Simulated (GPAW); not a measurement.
Al: band structure with AM05

Crystal: Al.

```
Al
1.0
     0.00000    2.02481    2.02481
     2.02481    0.00000    2.02481
     2.02481    2.02481    0.00000
Al
1
Cartesian
  0.0000 0.0000 0.0000
```

```
Program             : GPAW 26.7.0
Task                : band structure
Functional          : AM05
Potentials or basis : PAW data sets generated in the run's folder for this functional
Cutoff              : 600 eV
Basis               : pw
k mesh              : 11 × 11 × 11
Occupations         : fermi-dirac, width 0.05 eV
Spin                : no spin polarisation
Maxiter             : 150
Band path           : GXWKGLUWLK,UX
Band points         : 80
```

```
Pressure                : -2.4 GPa
Band gap along the path : none (metal or under the smearing width)
```

Levels at the corners of the path, in eV from the Fermi level:
```
point  band 1  band 2  band 3  band 4  band 5
    Γ  -11.09   12.59   12.59   12.59   14.04
    X   -2.91   -1.61    5.25    5.57    5.57
    W   -0.84   -0.84    0.12    1.13   15.81
    K   -1.88   -1.38   -0.40    6.54    8.17
    Γ  -11.09   12.59   12.59   12.59   14.04
    L   -4.60   -4.34   11.37   11.37   11.41
    U   -1.88   -1.38   -0.40    6.54    8.17
    W   -0.84   -0.84    0.12    1.13   15.81
    L   -4.60   -4.34   11.37   11.37   11.41
    K   -1.88   -1.38   -0.40    6.54    8.17
    U   -1.88   -1.38   -0.40    6.54    8.17
    X   -2.91   -1.61    5.25    5.57    5.57
```

Wall time 5.4 s on 1 thread of AMD EPYC 9R45 96-Core Processor (Zen 5), on a shared host, peak memory 0.16 GiB.
